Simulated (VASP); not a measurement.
# TiB2 (P6/mmm) in VASP: density of states with LDA

Aim: the density of states of TiB2 with LDA.

All numbers are computed with VASP 6.6.1; they aren't measurements. Logs are shortened: lines on timing, memory, paths and dates and some standing lists are left out, and cuts for length are marked.

## 1. The crystal as given

Symmetry: P6/mmm, No. 191, hexagonal system. The conventional cell has a = 2.995 Å, b = 2.995 Å, c = 3.157 Å, α = 90.00°, β = 90.00°, γ = 120.00°. Around Ti (site symmetry 6/mmm) lie 12 B at 2.34 Å. B (site symmetry -6m2) has 3 B at 1.73 Å as nearest neighbours.

## 2. Density of states, LDA

File POSCAR:

```
TiB2                                    
1.0
    2.9948091113      0.0000000000      0.0000000000
   -1.4974045557      2.5935807669     -0.0000000000
    0.0000000000      0.0000000000      3.1565003396
  Ti              B             
     1     2
Direct
     0.0000000000000000    1.0000000000000000    1.0000000000000000
     0.3333333300000021    0.6666666699999979    0.5000000000000000
     0.6666666699999979    0.3333333300000021    0.5000000000000000
```

File INCAR.step1:

```
SYSTEM = TiB2
PREC     = Accurate       ! precision mode
ENCUT    = 350            ! plane-wave cutoff, eV
EDIFF    = 1E-7           ! SCF threshold, eV
ISMEAR   = 0              ! smearing method
SIGMA    = 0.1            ! smearing width, eV
LREAL    = .FALSE.        ! projectors in reciprocal space
LASPH    = .TRUE.         ! aspherical terms in the spheres
NELM     = 60             ! most SCF steps
ALGO     = Normal         ! electronic algorithm
ISIF     = 2              ! what is computed and relaxed
LWAVE    = .FALSE.        ! write WAVECAR
LCHARG   = .TRUE.         ! write CHGCAR
LMAXMIX  = 4              ! l up to which the mixer works
GGA      = CA             ! functional
NBANDS   = 16             ! bands
```

File KPOINTS.step1:

```
regular mesh
0
G
  9 9 8
  0 0 0
```

File INCAR.step2:

```
SYSTEM = TiB2
PREC     = Accurate       ! precision mode
ENCUT    = 350            ! plane-wave cutoff, eV
EDIFF    = 1E-7           ! SCF threshold, eV
ISMEAR   = -5             ! smearing method
SIGMA    = 0.1            ! smearing width, eV
LREAL    = .FALSE.        ! projectors in reciprocal space
LASPH    = .TRUE.         ! aspherical terms in the spheres
NELM     = 60             ! most SCF steps
ALGO     = Normal         ! electronic algorithm
ISIF     = 2              ! what is computed and relaxed
LWAVE    = .FALSE.        ! write WAVECAR
LCHARG   = .FALSE.        ! write CHGCAR
LMAXMIX  = 4              ! l up to which the mixer works
GGA      = CA             ! functional
LORBIT   = 10             ! projections on sites
NBANDS   = 16             ! bands
NEDOS    = 1001           ! points of the DOS
ICHARG   = 11             ! starting density
```

File KPOINTS.step2:

```
regular mesh
0
G
  14 14 12
  0 0 0
```

Potentials or basis: VASP PAW LDA potentials, release 64 (Ti_sv, B).

The run is started by

```sh
cat potpaw_LDA.64/Ti_sv/POTCAR potpaw_LDA.64/B/POTCAR > POTCAR
cp INCAR.step1 INCAR
cp KPOINTS.step1 KPOINTS
mpirun -np 1 vasp_std > vasp.out
cp INCAR.step2 INCAR
cp KPOINTS.step2 KPOINTS
mpirun -np 1 vasp_std > vasp.out
```

OUTCAR:

```text
SYSTEM = TiB2
   PREC = Accurate
   ENCUT = 350
   EDIFF = 1E-7
   ISMEAR = -5
   LREAL = .FALSE.
   LASPH = .TRUE.
   NELM = 60
   ISIF = 2
   GGA = CA
   LORBIT = 10
   ICHARG = 11

 ion  position               nearest neighbor table
   1  0.000  0.000  0.000-   2 2.34   3 2.34   2 2.34   3 2.34   2 2.34   2 2.34   3 2.34   3 2.34
                             3 2.34   3 2.34   2 2.34   2 2.34
   2  0.333  0.667  0.500-   3 1.73   3 1.73   3 1.73   1 2.34   1 2.34   1 2.34   1 2.34   1 2.34
                             1 2.34
   3  0.667  0.333  0.500-   2 1.73   2 1.73   2 1.73   1 2.34   1 2.34   1 2.34   1 2.34   1 2.34
                             1 2.34

  LATTYP: Found a hexagonal cell.
 ALAT       =     2.9948091113
 C/A-ratio  =     1.0539904957

  Lattice vectors:

 A1 = (   2.9948091113,   0.0000000000,   0.0000000000)
 A2 = (  -1.4974045557,   2.5935807669,   0.0000000000)
 A3 = (   0.0000000000,   0.0000000000,   3.1565003396)

Analysis of symmetry for initial positions (statically):
=====================================================================
 Subroutine PRICEL returns:
 Original cell was already a primitive cell.

 Routine SETGRP: Setting up the symmetry group for a
 hexagonal supercell.

 Subroutine GETGRP returns: Found 24 space group operations
 (whereof 24 operations were pure point group operations)
 out of a pool of 24 trial point group operations.

The static configuration has the point symmetry D_6h.

Analysis of symmetry for dynamics (positions and initial velocities):
=====================================================================
 Subroutine PRICEL returns:
 Original cell was already a primitive cell.

 Routine SETGRP: Setting up the symmetry group for a
 hexagonal supercell.

 Subroutine GETGRP returns: Found 24 space group operations
 (whereof 24 operations were pure point group operations)
 out of a pool of 24 trial point group operations.

The dynamic configuration has the point symmetry D_6h.

 Subroutine INISYM returns: Found 24 space group operations
 (whereof 24 operations are pure point group operations),
 and found     1 'primitive' translations

----------------------------------------------------------------------------------------

                                     Primitive cell

  volume of cell :      24.5174

  direct lattice vectors                    reciprocal lattice vectors
     2.994809111  0.000000000  0.000000000     0.333911098  0.192783663  0.000000000
    -1.497404556  2.593580767  0.000000000     0.000000000  0.385567326  0.000000000
     0.000000000  0.000000000  3.156500340     0.000000000  0.000000000  0.316806555

  length of vectors
     2.994809111  2.994809109  3.156500340     0.385567325  0.385567326  0.316806555

  position of ions in fractional coordinates (direct lattice)
     0.000000000  0.000000000  0.000000000
     0.333333330  0.666666670  0.500000000
     0.666666670  0.333333330  0.500000000

  ion indices of the primitive-cell ions
   primitive index   ion index
                 1           1
                 2           2
                 3           3

----------------------------------------------------------------------------------------

 KPOINTS: regular mesh

Automatic generation of k-mesh.
 Grid dimensions read from file:
 generate k-points for:   14   14   12

 Generating k-lattice:

  Cartesian coordinates                     Fractional coordinates (reciprocal lattice)
     0.023850793  0.013770262  0.000000000     0.071428571  0.000000000  0.000000000
     0.000000000  0.027540523  0.000000000     0.000000000  0.071428571  0.000000000
     0.000000000  0.000000000  0.026400546     0.000000000  0.000000000  0.083333333

  Length of vectors
     0.027540523  0.027540523  0.026400546

  Shift w.r.t. Gamma in fractional coordinates (k-lattice)
     0.000000000  0.000000000  0.000000000

 TETIRR: Found   2436 inequivalent tetrahedra from    14112

 Subroutine IBZKPT returns following result:
 ===========================================

 Found    168 irreducible k-points:

 Following reciprocal coordinates:
            Coordinates               Weight
  0.000000  0.000000  0.000000      1.000000
  0.071429  0.000000  0.000000      6.000000
  0.142857  0.000000  0.000000      6.000000
  0.214286 -0.000000  0.000000      6.000000
  0.285714  0.000000  0.000000      6.000000
  0.357143 -0.000000  0.000000      6.000000
[... 16 lines left out ...]
  0.285714  0.285714  0.000000      6.000000
  0.357143  0.285714  0.000000      6.000000
 [... further k-points ...]
   k-points           NKPTS =    168   k-points in BZ     NKDIM =    168   number of bands    NBANDS=     16
   number of dos      NEDOS =   1001   number of ions     NIONS =      3
   total plane-waves  NPLWV =   6480
   dimension x,y,z NGX =    18 NGY =   18 NGZ =   20
   dimension x,y,z NGXF=    36 NGYF=   36 NGZF=   40
   ions per type =               1   2
   NGX,Y,Z   is equivalent  to a cutoff of   9.99,  9.99, 10.53 a.u.
   NGXF,Y,Z  is equivalent  to a cutoff of  19.98, 19.98, 21.07 a.u.
 SYSTEM =  TiB2
   PREC   = accura    normal or accurate (medium, high low for compatibility)
   ISTART =      0    job   : 0-new  1-cont  2-samecut
   ICHARG =     11    charge: 1-file 2-atom 10-const
   ISPIN  =      1    spin polarized calculation?
   LNONCOLLINEAR =      F non collinear calculations
   LSORBIT =      F    spin-orbit coupling
   LASPH  =      T    aspherical Exc in radial PAW
   ENCUT  =  350.0 eV  25.72 Ry    5.07 a.u.   4.57  4.57  4.82*2*pi/ulx,y,z
   NELM   =     60;   NELMIN=  2; NELMDL=  0     # of ELM steps
   EDIFF  = 0.1E-06   stopping-criterion for ELM
   LREAL  =      F    real-space projection
   EDIFFG = 0.1E-05   stopping-criterion for IOM
   NSW    =      0    number of steps for IOM
   IBRION =     -1    ionic relax: 0-MD 1-quasi-New 2-CG
   NFREE  =      0    steps in history (QN), initial steepest desc. (CG)
   ISIF   =      2    stress and relaxation
   ISYM   =      2    0-nonsym 1-usesym 2-fastsym
   POTIM  = 0.5000    time-step for ionic-motion
   TEBEG  =    0.0;   TEEND  =   0.0 temperature during run
   PSTRESS=    0.0 pullay stress
   NELECT =      18.0000    total number of electrons
   NUPDOWN=      -1.0000    fix difference up-down
   EMIN   =  10.00;   EMAX   =-10.00  energy-range for DOS
   EFERMI =   0.00;   METHOD = LEGACY
   ISMEAR =    -5;   SIGMA  =   0.10  broadening in eV -4-tet -1-fermi 0-gaus
   EFERMI_NEDOS =   21; number of points for ismear=-14 and -15
   IALGO  =     38    algorithm
   IMIX   =      4    mixing-type and parameters
     AMIX     =   0.40;   BMIX     =  1.00
     AMIX_MAG =   1.60;   BMIX_MAG =  1.00
  volume/ion in A,a.u.               =       8.17        55.15
  Fermi-wavevector in a.u.,A,eV,Ry     =   1.476865  2.790870 29.676071  2.181130
  Thomas-Fermi vector in A             =   2.591339
   LORBIT       =     10    0 simple, 1 ext, 2 COOP (PROOUT), +10 PAW based schemes
   GGA     = CA    functional components
   LHFCALC =     F    Hartree Fock is set to
   AEXX    =    0.0000 exact exchange contribution
   IVDW    =     0    specifies the selected vdW correction
   LEPSILON=     F    determine dielectric tensor
   LRPA    =     F    only Hartree local field effects (RPA)
 non-spin polarized calculation
 Fermi weights with tetrahedron method with Bloechl corrections
  energy-cutoff  :      350.00
  volume of cell :       24.52
 maximum number of plane-waves:       378

 number of electron      18.0000012 magnetization

 Free energy of the ion-electron system (eV)
  ---------------------------------------------------
  ext. energy  EPLUGINS =         0.00000000
  ---------------------------------------------------
  free energy    TOTEN  =       -26.90832315 eV

  energy without entropy =      -26.90832315  energy(sigma->0) =      -26.90832315

 E-fermi :  10.5315     XC(G=0): -13.1744

 val. band max:       10.6421374591   @ k =   0.0714   0.0000   0.5000
 cond. band min:      10.3089029555   @ k =   0.2143   0.2143   0.0833
 fundamental gap:     -0.3332345036
 Fermi energy:        10.5315018296

 k-point     1 :       0.0000    0.0000    0.0000
  band No.  band energies     occupation
      1     -45.6582      2.00000
      2     -22.4226      2.00000
      3     -22.0799      2.00000
      4     -22.0799      2.00000
      5      -3.0622      2.00000
      6       7.6816      2.00000
[... 8 lines left out ...]
     15      16.3569      0.00000
     16      17.7579      0.00000

 k-point     2 :       0.0714    0.0000    0.0000
  band No.  band energies     occupation
      1     -45.6553      2.00000
      2     -22.4186      2.00000
      3     -22.1047      2.00000
      4     -22.0857      2.00000
      5      -2.9622      2.00000
      6       7.4062      2.00000
[... 8 lines left out ...]
     15      17.0086      0.00000
     16      18.0614      0.00000

 k-point     3 :       0.1429    0.0000    0.0000
  band No.  band energies     occupation
      1     -45.6459      2.00000
      2     -22.4071      2.00000
      3     -22.1731      2.00000
      4     -22.1012      2.00000
      5      -2.6658      2.00000
      6       6.6720      2.00000
[... 8 lines left out ...]
     15      18.3571      0.00000
     16      18.9627      0.00000
[... 362 lines left out ...]
 k-point    23 :       0.2857    0.2857    0.0000
  band No.  band energies     occupation
      1     -45.5836      2.00000
      2     -22.4646      2.00000
      3     -22.3401      2.00000
      4     -22.3323      2.00000
      5       1.1130      2.00000
      6       2.7706      2.00000
[... 8 lines left out ...]
     15      20.2548      0.00000
     16      21.4747      0.00000

 k-point    24 :       0.3571    0.2857    0.0000
  band No.  band energies     occupation
      1     -45.5816      2.00000
      2     -22.4483      2.00000
      3     -22.3747      2.00000
      4     -22.3298      2.00000
      5       1.9553      2.00000
      6       2.1172      2.00000
[... 8 lines left out ...]
     15      20.6130      0.00000
     16      21.3646      0.00000

 [... further k-points ...]

------------------------ aborting loop because EDIFF is reached ----------------------------------------

  FORCE on cell =-STRESS in cart. coord.  units (eV):
  Direction    XX          YY          ZZ          XY          YZ          ZX
  --------------------------------------------------------------------------------------
  -------------------------------------------------------------------------------------
  Total        0.0033601      0.0033601      0.0316852     -0.0000000      0.0000000     -0.0000000
  in kB        0.2195764      0.2195764      2.0705798     -0.0000000      0.0000000     -0.0000000
  external PRESSURE =       0.8365775 kB  Pullay stress =       0.0000000 kB

 VOLUME and BASIS-vectors are now :
 -----------------------------------------------------------------------------
  energy-cutoff  :      350.00
  volume of cell :       24.52
      direct lattice vectors                 reciprocal lattice vectors
     2.994809111  0.000000000  0.000000000     0.333911098  0.192783663  0.000000000
    -1.497404556  2.593580767  0.000000000     0.000000000  0.385567326  0.000000000
     0.000000000  0.000000000  3.156500340     0.000000000  0.000000000  0.316806555

 POSITION                                       TOTAL-FORCE (eV/Angst)
 -----------------------------------------------------------------------------------
      0.00000      0.00000      0.00000         0.000000      0.000000      0.000000
     -0.00000      1.72905      1.57825        -0.000000      0.000000      0.000000
      1.49740      0.86453      1.57825         0.000000     -0.000000     -0.000000
 -----------------------------------------------------------------------------------
    total drift:                               -0.000000      0.000000     -0.000000

  FREE ENERGIE OF THE ION-ELECTRON SYSTEM (eV)
  ---------------------------------------------------
  free  energy   TOTEN  =       -26.9083231465 eV

  energy  without entropy=      -26.9083231465  energy(sigma->0) =      -26.90832315

 total charge

# of ion       s       p       d       tot
------------------------------------------
    1        2.184   6.236   2.116  10.536
    2        0.695   1.374   0.000   2.069
    3        0.695   1.374   0.000   2.069
--------------------------------------------------
tot          3.573   8.984   2.116  14.674
```

Wall time 15 s (1 thread of Intel Xeon 6975P-C (Granite Rapids), shared host); peak memory 0.14 GiB.

Results:

| Property | Result |
| --- | --- |
| Valence electrons inside the program's atomic spheres | Ti 10.54; B 2.07 |

States per cell in windows of 0.5 eV (zero at the Fermi level; states under -8 eV left out):
```
from (eV)  total  Ti1_d  B2_p  B3_p  Ti1_p  B2_s  B3_s
     -8.0   0.29   0.03  0.04  0.04   0.01  0.04  0.04
     -7.5   0.31   0.03  0.05  0.05   0.01  0.03  0.03
     -7.0   0.27   0.03  0.04  0.04   0.01  0.02  0.02
     -6.5   0.39   0.04  0.07  0.07   0.01  0.02  0.02
     -6.0   0.39   0.04  0.08  0.08   0.01  0.01  0.01
     -5.5   0.54   0.07  0.12  0.12   0.02  0.01  0.01
     -5.0   0.60   0.09  0.13  0.13   0.02  0.01  0.01
     -4.5   0.61   0.10  0.13  0.13   0.03  0.01  0.01
     -4.0   0.81   0.15  0.16  0.16   0.05  0.01  0.01
     -3.5   1.10   0.29  0.19  0.19   0.06  0.00  0.00
     -3.0   0.69   0.23  0.11  0.11   0.03  0.00  0.00
     -2.5   0.42   0.19  0.04  0.04   0.01  0.00  0.00
     -2.0   0.50   0.27  0.04  0.04   0.01  0.00  0.00
     -1.5   0.35   0.20  0.03  0.03   0.00  0.00  0.00
     -1.0   0.26   0.16  0.02  0.02   0.00  0.00  0.00
     -0.5   0.11   0.07  0.00  0.00   0.00  0.00  0.00
      0.0   0.25   0.17  0.01  0.01   0.00  0.00  0.00
      0.5   0.47   0.33  0.02  0.02   0.00  0.00  0.00
      1.0   0.58   0.42  0.03  0.03   0.00  0.00  0.00
      1.5   0.91   0.65  0.05  0.05   0.01  0.01  0.01
      2.0   1.07   0.81  0.05  0.05   0.01  0.01  0.01
      2.5   1.45   1.17  0.06  0.06   0.01  0.01  0.01
      3.0   1.03   0.78  0.06  0.06   0.01  0.01  0.01
      3.5   0.70   0.48  0.05  0.05   0.01  0.02  0.02
      4.0   0.61   0.38  0.05  0.05   0.01  0.01  0.01
      4.5   0.57   0.37  0.04  0.04   0.01  0.02  0.02
      5.0   0.32   0.18  0.03  0.03   0.01  0.01  0.01
      5.5   0.40   0.19  0.04  0.04   0.01  0.01  0.01
      6.0   0.49   0.20  0.07  0.07   0.02  0.01  0.01
      6.5   0.52   0.16  0.09  0.09   0.02  0.01  0.01
      7.0   0.76   0.18  0.14  0.14   0.02  0.02  0.02
      7.5   0.27   0.05  0.03  0.03   0.01  0.02  0.02
```

Caveat: the cutoff is under 1.25 times the usual one of these potentials, so pressure, stress and relaxed cells hold a basis-set (Pulay) error; tetrahedron occupations give inexact forces and stress in metals.
